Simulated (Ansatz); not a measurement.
# Calculation log, CdTe (F-43m) (phonons)

Level of theory: PBEsol, PAW on Ansatz 0.2.0's default frozen-core files (fitted under PBE), scalar-relativistic.

Cell and atoms were relaxed beforehand by PAW with this functional.

Launched as:

```sh
ansatz run input.yaml --threads 1 --pin off --max-ram 3072MiB --backend cpu --events-out ev --progress --plain --runs-dir out
```

Input:

```yaml
crystal:
  lattice:
    - [0.0, 3.24470465462, 3.24470465462]
    - [3.24470465462, 0.0, 3.24470465462]
    - [3.24470465462, 3.24470465462, 0.0]
  atoms:
    - { symbol: Cd, position: [0.0, 0.0, 0.0] }
    - { symbol: Te, position: [0.75, 0.75, 0.75] }
kpoints:
  mp_grid: { grid: [6, 6, 6] }
scf:
  occupations: { method: fixed }
hamiltonian:
  xc: pbesol
  pseudopotentials: { kind: paw }
phonons:
  method: dfpt
  dielectric: true
  rigid_motions: translations
```

Output (shortened where marked):

```
Warning: RAYON_NUM_THREADS=1 ignored (pool sized by the plan → 1); use --threads N
Engine: ansatz 0.2.0, aarch64-unknown-linux-gnu
Pseudopotentials: kind: paw
Pseudopotential: Cd, paw, valence charge 20, recommended cutoff 420 eV (normal), Cd.paw.azcp
Pseudopotential: Te, paw, valence charge 16, recommended cutoff 420 eV (normal), Te.paw.azcp
Functional definition: PBEsol
  exchange = pbesol_x
  correlation = pbesol_c
Crystal: 2 atoms, lattice volume = 68.321 Å³
Basis set: ecut = 420 eV, 1363 PW (Γ), exchange–correlation on 64×64×64 points (8 copies of the dense FFT grid, shifted against one another)
Bands: 22, of which v1, the nominal top of the filled ones, is band 18 counted from 1 (17 counted from 0)
Symmetry: 24 space group operations
k-points: 46 of 216 (irreducible under 4 space group operations, time reversal used)
Non-local potential: Cd, projectors of the file, l = 0: 3, l = 1: 2, l = 2: 2, l = 3: 1
Non-local potential: Te, projectors of the file, l = 0: 2, l = 1: 2, l = 2: 2, l = 3: 2
PAW form: soft (Blöchl's): semilocal exchange-correlation on the pseudo side does not see the compensation charge
[... 64 lines left out ...]
       -0.000000     0.000000     9.056399
  ε⁰ (static dielectric tensor: ions relaxed, cell fixed):
       11.957699    -0.000000    -0.000000
       -0.000000    11.957699    -0.000000
       -0.000000    -0.000000    11.957699
  ε⁰ − ε∞ (ionic part):
        2.901300     0.000000     0.000000
        0.000000     2.901300    -0.000000
        0.000000    -0.000000     2.901300
  softest optical mode at Γ: 141.01 cm⁻¹; the repairs (sum rule, projections) moved no ω² at Γ by more than (0.67 cm⁻¹)²
  Born effective charges Z* (e; rows j = field, columns β = displacement):
    site 0:
         2.18798    0.00000    0.00000
        -0.00000    2.18798   -0.00000
        -0.00000   -0.00000    2.18798
    site 1:
        -2.18798   -0.00000   -0.00000
         0.00000   -2.18798    0.00000
         0.00000    0.00000   -2.18798
  Z* charge neutrality: 7.322e-4 e pre-enforcement
  solved inside a basis spanned on kpoints, on 8×8×8 k-points transformed towards the longest dipole: ε∞ is read to err by 2.5e-2, Z* by 2.1e-2 e (field_mesh: kpoints solves on kpoints); Z* is corrected for what the basis lacks
  optical modes at Γ without the LO–TO term, one row a degenerate level:
      ω (cm⁻¹)  modes    IR ((D/Å)²/amu)
        141.01      3             5.5442
  optical modes at Γ + LO–TO along q̂ = [1.0000, 0.0000, 0.0000]:
      ω (cm⁻¹)  modes    IR ((D/Å)²/amu)
        141.01      2             3.6961
        162.04      1             1.8481
  optical modes at Γ + LO–TO along q̂ = [0.0000, 1.0000, 0.0000]:
      ω (cm⁻¹)  modes    IR ((D/Å)²/amu)
        141.01      2             3.6961
        162.04      1             1.8481
  optical modes at Γ + LO–TO along q̂ = [0.0000, 0.0000, 1.0000]:
      ω (cm⁻¹)  modes    IR ((D/Å)²/amu)
        141.01      2             3.6961
        162.04      1             1.8481
```

The run converged.

**Zone-centre phonons**

Harmonic phonons of a crystal by Kohn-Sham DFT at the given cell, standard atomic masses, acoustic sum rule imposed; negative wavenumbers are unstable modes; optical zone-centre levels upwards with Mulliken labels, activity, and the element with most of the kinetic energy.

```json
{
 "Point group": "-43m"
}
```

| number | phonon wavenumber (cm⁻¹) | label | infrared | raman | lead element |
| --- | --- | --- | --- | --- | --- |
| 1 | 141 | T2 | yes | yes | Cd |

Field response:

Linear response of an insulating crystal by Kohn-Sham DFT to a field and to zone-centre displacements, local fields included; Born charges neutralised; LO modes for wave vectors along x and z; Cartesian axes as in the input.

```json
{
 "Dielectric electronic (x, y, z)": "9.056, 9.056, 9.056",
 "Dielectric static (x, y, z)": "11.96, 11.96, 11.96",
 "Highest phonon with field along x": "162 cm⁻¹",
 "Highest phonon with field along z": "162 cm⁻¹",
 "Highest phonon without field": "141 cm⁻¹"
}
```

```csv
atom,born charge xx (e),born charge yy (e),born charge zz (e)
Cd1,2.188,2.188,2.188
Te2,-2.188,-2.188,-2.188
```

Keep in mind: frozen-core PAW files fitted under PBE, their cores solved anew for the functional of the run; zone-boundary modes aren't tested; field response not resolved by the mesh; no LO-TO term at the zone centre.

It took 78 s on 1 thread of Arm Neoverse V2, with other jobs on the host, peak memory 0.58 GiB.
